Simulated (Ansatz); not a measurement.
ZnSnN₂, ordered on the zincblende lattice (P-4m2) with 4 atoms a cell, relaxed with r2SCAN, was run in the plane-wave code Ansatz under altered settings. All numbers are computed, without spin polarisation but where a row says otherwise.

```yaml
crystal:
  lattice:
    - [3.38202, 0.00000, 0.00000]
    - [0.00000, 3.38202, 0.00000]
    - [0.00000, 0.00000, 4.69964]
  atoms:
    - { symbol: Zn, position: [0.00000, 0.00000, 0.00000] }
    - { symbol: N, position: [0.00000, 0.50000, 0.24484] }
    - { symbol: Sn, position: [0.50000, 0.50000, 0.50000] }
    - { symbol: N, position: [0.50000, 0.00000, 0.75516] }
```

The base run's other keys:
```yaml
kpoints:
  mp_grid: { grid: [4, 4, 4] }
hamiltonian:
  xc: hse06
scf:
  occupations: { method: fermi_dirac, width: 0.02 }
  n_extra_bands: 5
```

It takes 20 iterations with 1055 plane waves at 420 eV and 18 k points, and leaves a mean stress of -0.56 GPa. The gap over this mesh is 1.092 eV. It ran on 4 threads of Arm Neoverse V2 (shared host).

Outcomes, with energy and stress as changes against the base:
```tsv
setting	outcome	ΔF (meV/atom)	Δ mean stress (GPa)	gap on the mesh (eV)	iterations	wall time
PBE hybrid, exx coeff -0.2, omega 0.1 1/Å	refused	–	–	–	–	0.02 s
scf.exx.singularity: regularized	converged	0.0	0.0	1.092	20	16 s
basis.ecutwfc: 300	converged, warned	+155	-0.5	1.095	20	11 s
scf.occupations: gaussian 0.5	converged	-0.2	0.0	1.083	22	16 s
```
A dash marks a value that wasn't obtained or can't be compared. Stress is positive in compression. The base took 16 s.

- PBE hybrid, exx coeff -0.2, omega 0.1 1/Å. The input is refused before any iteration. Error: invalid value for `hamiltonian.xc.exx.coeff`: must be finite and in (0, 1]; got -0.2
- basis.ecutwfc: 300. 641 plane waves in place of 1055. The free energy moves by +155 meV an atom, the mean stress by -0.5 GPa and the gap on the mesh by +0.002 eV (to 1.095). The basis is too small: these are errors of the cutoff. Warned: cutoff below recommended.
- scf.occupations: gaussian 0.5. The free energy moves by -0.2 meV an atom, the mean stress by 0.0 GPa and the gap on the mesh by -0.010 eV (to 1.083). The term −TS is -1.3 meV an atom. The width begins to be felt.

Within 1 meV an atom, 0.1 GPa and 0.005 eV of the base stay: scf.exx.singularity: regularized.

Spin-orbit coupling is left out, which matters wherever the heavy atoms make up the band edges.

The program warns that its thresholds are loose for a hybrid's stress.

The meshes of the hybrids are coarse, so their gaps aren't converged to the digits shown.
